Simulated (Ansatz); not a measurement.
## Epitaxial strain in SnSe₂: moduli and critical thickness

Level of theory: DFT PBE, scalar-relativistic, plane waves, PAW in Ansatz. Run with 420 eV cutoff, 12×12×4 k-mesh, Gaussian smearing of 0.02 eV, no spin polarisation.

Starting point, cell and atoms relaxed:

```
Sn Se
1.0
     3.87167    0.00000    0.00000
    -1.93584    3.35297    0.00000
     0.00000    0.00000    6.97110
Sn Se
1 2
Direct
  0.00000 0.00000 0.00000
  0.66667 0.33333 0.77126
  0.33333 0.66667 0.22874
```

The a-b plane is strained alike in both directions, as on a substrate, while c and the atoms relax within the symmetry that the strain leaves. Stress is positive in compression; energies are free energies at the smearing used, per atom.

```
strain (%) c (Å)  σ in plane (GPa)  ΔE (meV/atom)
      -6.0  7.4064              7.98          82.81
      -4.0  7.3007              4.86          34.73
      -2.0  7.1710              2.22           8.18
      +0.0  6.9711              0.01           0.00
      +2.0  6.8053             -1.89           7.31
      +4.0  6.5598             -3.49          27.44
      +6.0  6.1915             -4.75          57.58
```

Task: Get the biaxial modulus twice, from the stresses and from the energies of the innermost pair.

Result: From stress: M = −Δσ/Δε = (2.22 − (-1.89)) / 0.040 = 103 GPa. Two in-plane directions each store σε/2, so the energy density is Mε²: M = (mean ΔE)/(V ε²) = 7.74 meV / (30.165 Å³ × 0.020²) × 0.16022 GPa Å³/meV = 103 GPa. The two agree.

Task: How well does Mε², with M from the stresses, predict the outermost points?

Result: 69.7 meV predicted against 82.8 computed at -6.0 %; 69.7 meV predicted against 57.6 computed at +6.0 %. Compression costs more than stretching, the usual sign of bonds that stiffen as they shorten.

Task: How does c respond, and up to what thickness can a film with 1 % or 2 % misfit stay coherent on a thick substrate?

Result: c answers with ε_c = −1.31 ε. In an isotropic solid that ratio is 2ν/(1 − ν), so ν = r/(2 + r) = 0.40. A film of thickness h stores Mε²h per area, 10.3 mJ/m² per nm at 1 %. The Matthews–Blakeslee balance for pure edge misfit dislocations, h = b/(8πf(1 + ν)) × (ln(h/b) + 1), with b taken as the in-plane vector a = 3.87 Å, solved by iteration, gives 3.5 nm at f = 1 % and 1.2 nm at 2 %. This is an isotropic estimate in which the moduli cancel; the real Burgers vector, glide system, anisotropy and slow kinetics can shift it by a factor of a few, mostly upward.